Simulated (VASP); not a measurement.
Data:

```yaml
crystal:
  lattice:
    - [0.00000, 3.14685, 3.14685]
    - [3.14685, 0.00000, 3.14685]
    - [3.14685, 3.14685, 0.00000]
  atoms:
    - { symbol: Al, position: [0.00000, 0.00000, 0.00000] }
    - { symbol: Sb, position: [0.25000, 0.25000, 0.25000] }
```

All values below come from PBE GGA, VASP's PBE PAW potentials (set 64) (plane waves; VASP). Numerical set-up: 520 eV cut-off, 7×7×7 Γ-centred mesh, Gaussian smearing of 0.050 eV, potentials Al Sb.

The job: AlSb (zinc blende), 2 atoms, PBE, static run, 520 eV, 7×7×7 Γ-centred mesh. Roughly how much core time does it take on a busy server core?

About 10 core-seconds (one run on a shared machine, a rough figure). It had 20 irreducible k-points, 8 bands, up to 1693 plane waves and 14 electronic steps.

The compound is AlSb in the zinc blende structure. This cell is one point of a volume scan, at 1.03 of the reference volume.
